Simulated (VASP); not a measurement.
# A VASP 6.6.1 single-point calculation on Si

INCAR

```
NSW = 0
LREAL = .FALSE.
PREC = Accurate
NBANDS = 11
ISIF = 2
LWAVE = .FALSE.
LCHARG = .FALSE.
ENCUT = 520
ISMEAR = -1
LASPH = .TRUE.
EDIFF = 1E-7
SIGMA = 0.02
GGA = AM
IBRION = -1
NELM = 120
```

KPOINTS

```
KPOINTS created by Atomic Simulation Environment
0
Gamma
8 8 8
0 0 0
```

POSCAR

```
Si
 1.0000000000000000
     0.0000000000000000    2.7765612735000000    2.7765612735000000
     2.7765612735000000    0.0000000000000000    2.7765612735000000
     2.7765612735000000    2.7765612735000000    0.0000000000000000
 Si
   2
Cartesian
  0.0000000000000000  0.0000000000000000  0.0000000000000000
  1.3882806367499998  1.3882806367499998  1.3882806367499998
```

The recommended PBE PAW datasets give the neutral cell 8 valence electrons.

Command

```
mpirun -np 1 vasp_std
```

Question: How does this run end, and what does it give?

Answer: It converged. Results: gap between bands v and c on the k mesh 0.65 eV; least direct gap on the k mesh 2.43 eV; pressure -5.1 GPa. Band v is the last that the valence electrons fill when counted band by band, and c is the next.

OSZICAR

```
N       E                     dE             d eps       ncg     rms          rms(c)
DAV:   1     0.565777503709E+01    0.56578E+01   -0.31840E+03   638   0.561E+02
DAV:   2    -0.107673123703E+02   -0.16425E+02   -0.15513E+02   849   0.796E+01
DAV:   3    -0.113239537955E+02   -0.55664E+00   -0.55529E+00   819   0.125E+01
DAV:   4    -0.113284349753E+02   -0.44812E-02   -0.44808E-02   758   0.144E+00
DAV:   5    -0.113284821528E+02   -0.47177E-04   -0.47177E-04   804   0.135E-01    0.480E+00
DAV:   6    -0.112054380441E+02    0.12304E+00   -0.54686E-02   715   0.101E+00    0.285E+00
DAV:   7    -0.111493118401E+02    0.56126E-01   -0.10181E-01   719   0.149E+00    0.149E-01
DAV:   8    -0.111510298356E+02   -0.17180E-02   -0.53647E-03   722   0.403E-01    0.863E-02
DAV:   9    -0.111515072049E+02   -0.47737E-03   -0.63935E-04   738   0.136E-01    0.379E-02
DAV:  10    -0.111515205776E+02   -0.13373E-04   -0.15658E-05   814   0.255E-02    0.119E-02
DAV:  11    -0.111515287572E+02   -0.81796E-05   -0.15295E-05   706   0.216E-02    0.712E-03
DAV:  12    -0.111515287139E+02    0.43335E-07   -0.20105E-07   810   0.348E-03
   1 F= -.11151529E+02 E0= -.11151529E+02  d E =-.908639E-09
```

Standard output (part)

```
POSCAR found type information on POSCAR Si
 POSCAR found :  1 types and       2 ions
 LDA part: xc-table for (Slater+PW92), standard interpolation
 POSCAR, INCAR and KPOINTS ok, starting setup
 WAVECAR not read
 entering main loop
```

For comparison, a separate PBE run of the intended cell, on usual settings and not on those above, gives a gap of 0.72 eV on its mesh and a pressure of -3.7 GPa.
